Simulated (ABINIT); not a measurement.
CdO (Monteponite), 2 atoms in the cell. The structure is cubic, space group Fm-3m (No. 225). The conventional cell has a = 4.699 Å, b = 4.699 Å, c = 4.699 Å, α = 90.00°, β = 90.00°, γ = 90.00°. Cd (site symmetry m-3m) is surrounded by 6 O at 2.35 Å. O (site symmetry m-3m) has 6 Cd at 2.35 Å as nearest neighbours. 

```yaml
Program: ABINIT 10.8.3 (patched build)
Task: single point
Functional: PBEsol
Potentials_or_basis: PseudoDojo NC SR PBEsol v0.4.1 standard
Cutoff: 1279 eV
k_mesh: 8 × 8 × 8
Occupations: fermi-dirac, width 0.05 eV
Spin: no spin polarisation
```

Potentials or basis: PseudoDojo NC SR PBEsol v0.4.1 standard.

The run is started by

```bash
$ mpirun --bind-to none -np 4 abinit run.abi > log 2>&1
```

Hardware: 4 MPI ranks on Arm Neoverse V2, with other jobs on the host.

**Question.** How long does it take, and how much memory?

**Answer.** It took 15 s on 4 MPI ranks on Arm Neoverse V2, on a shared host, peak memory 0.28 GiB a rank. Counts: scf iterations 12, mpi ranks 4, k points 29, bands 17, plane waves 2720.
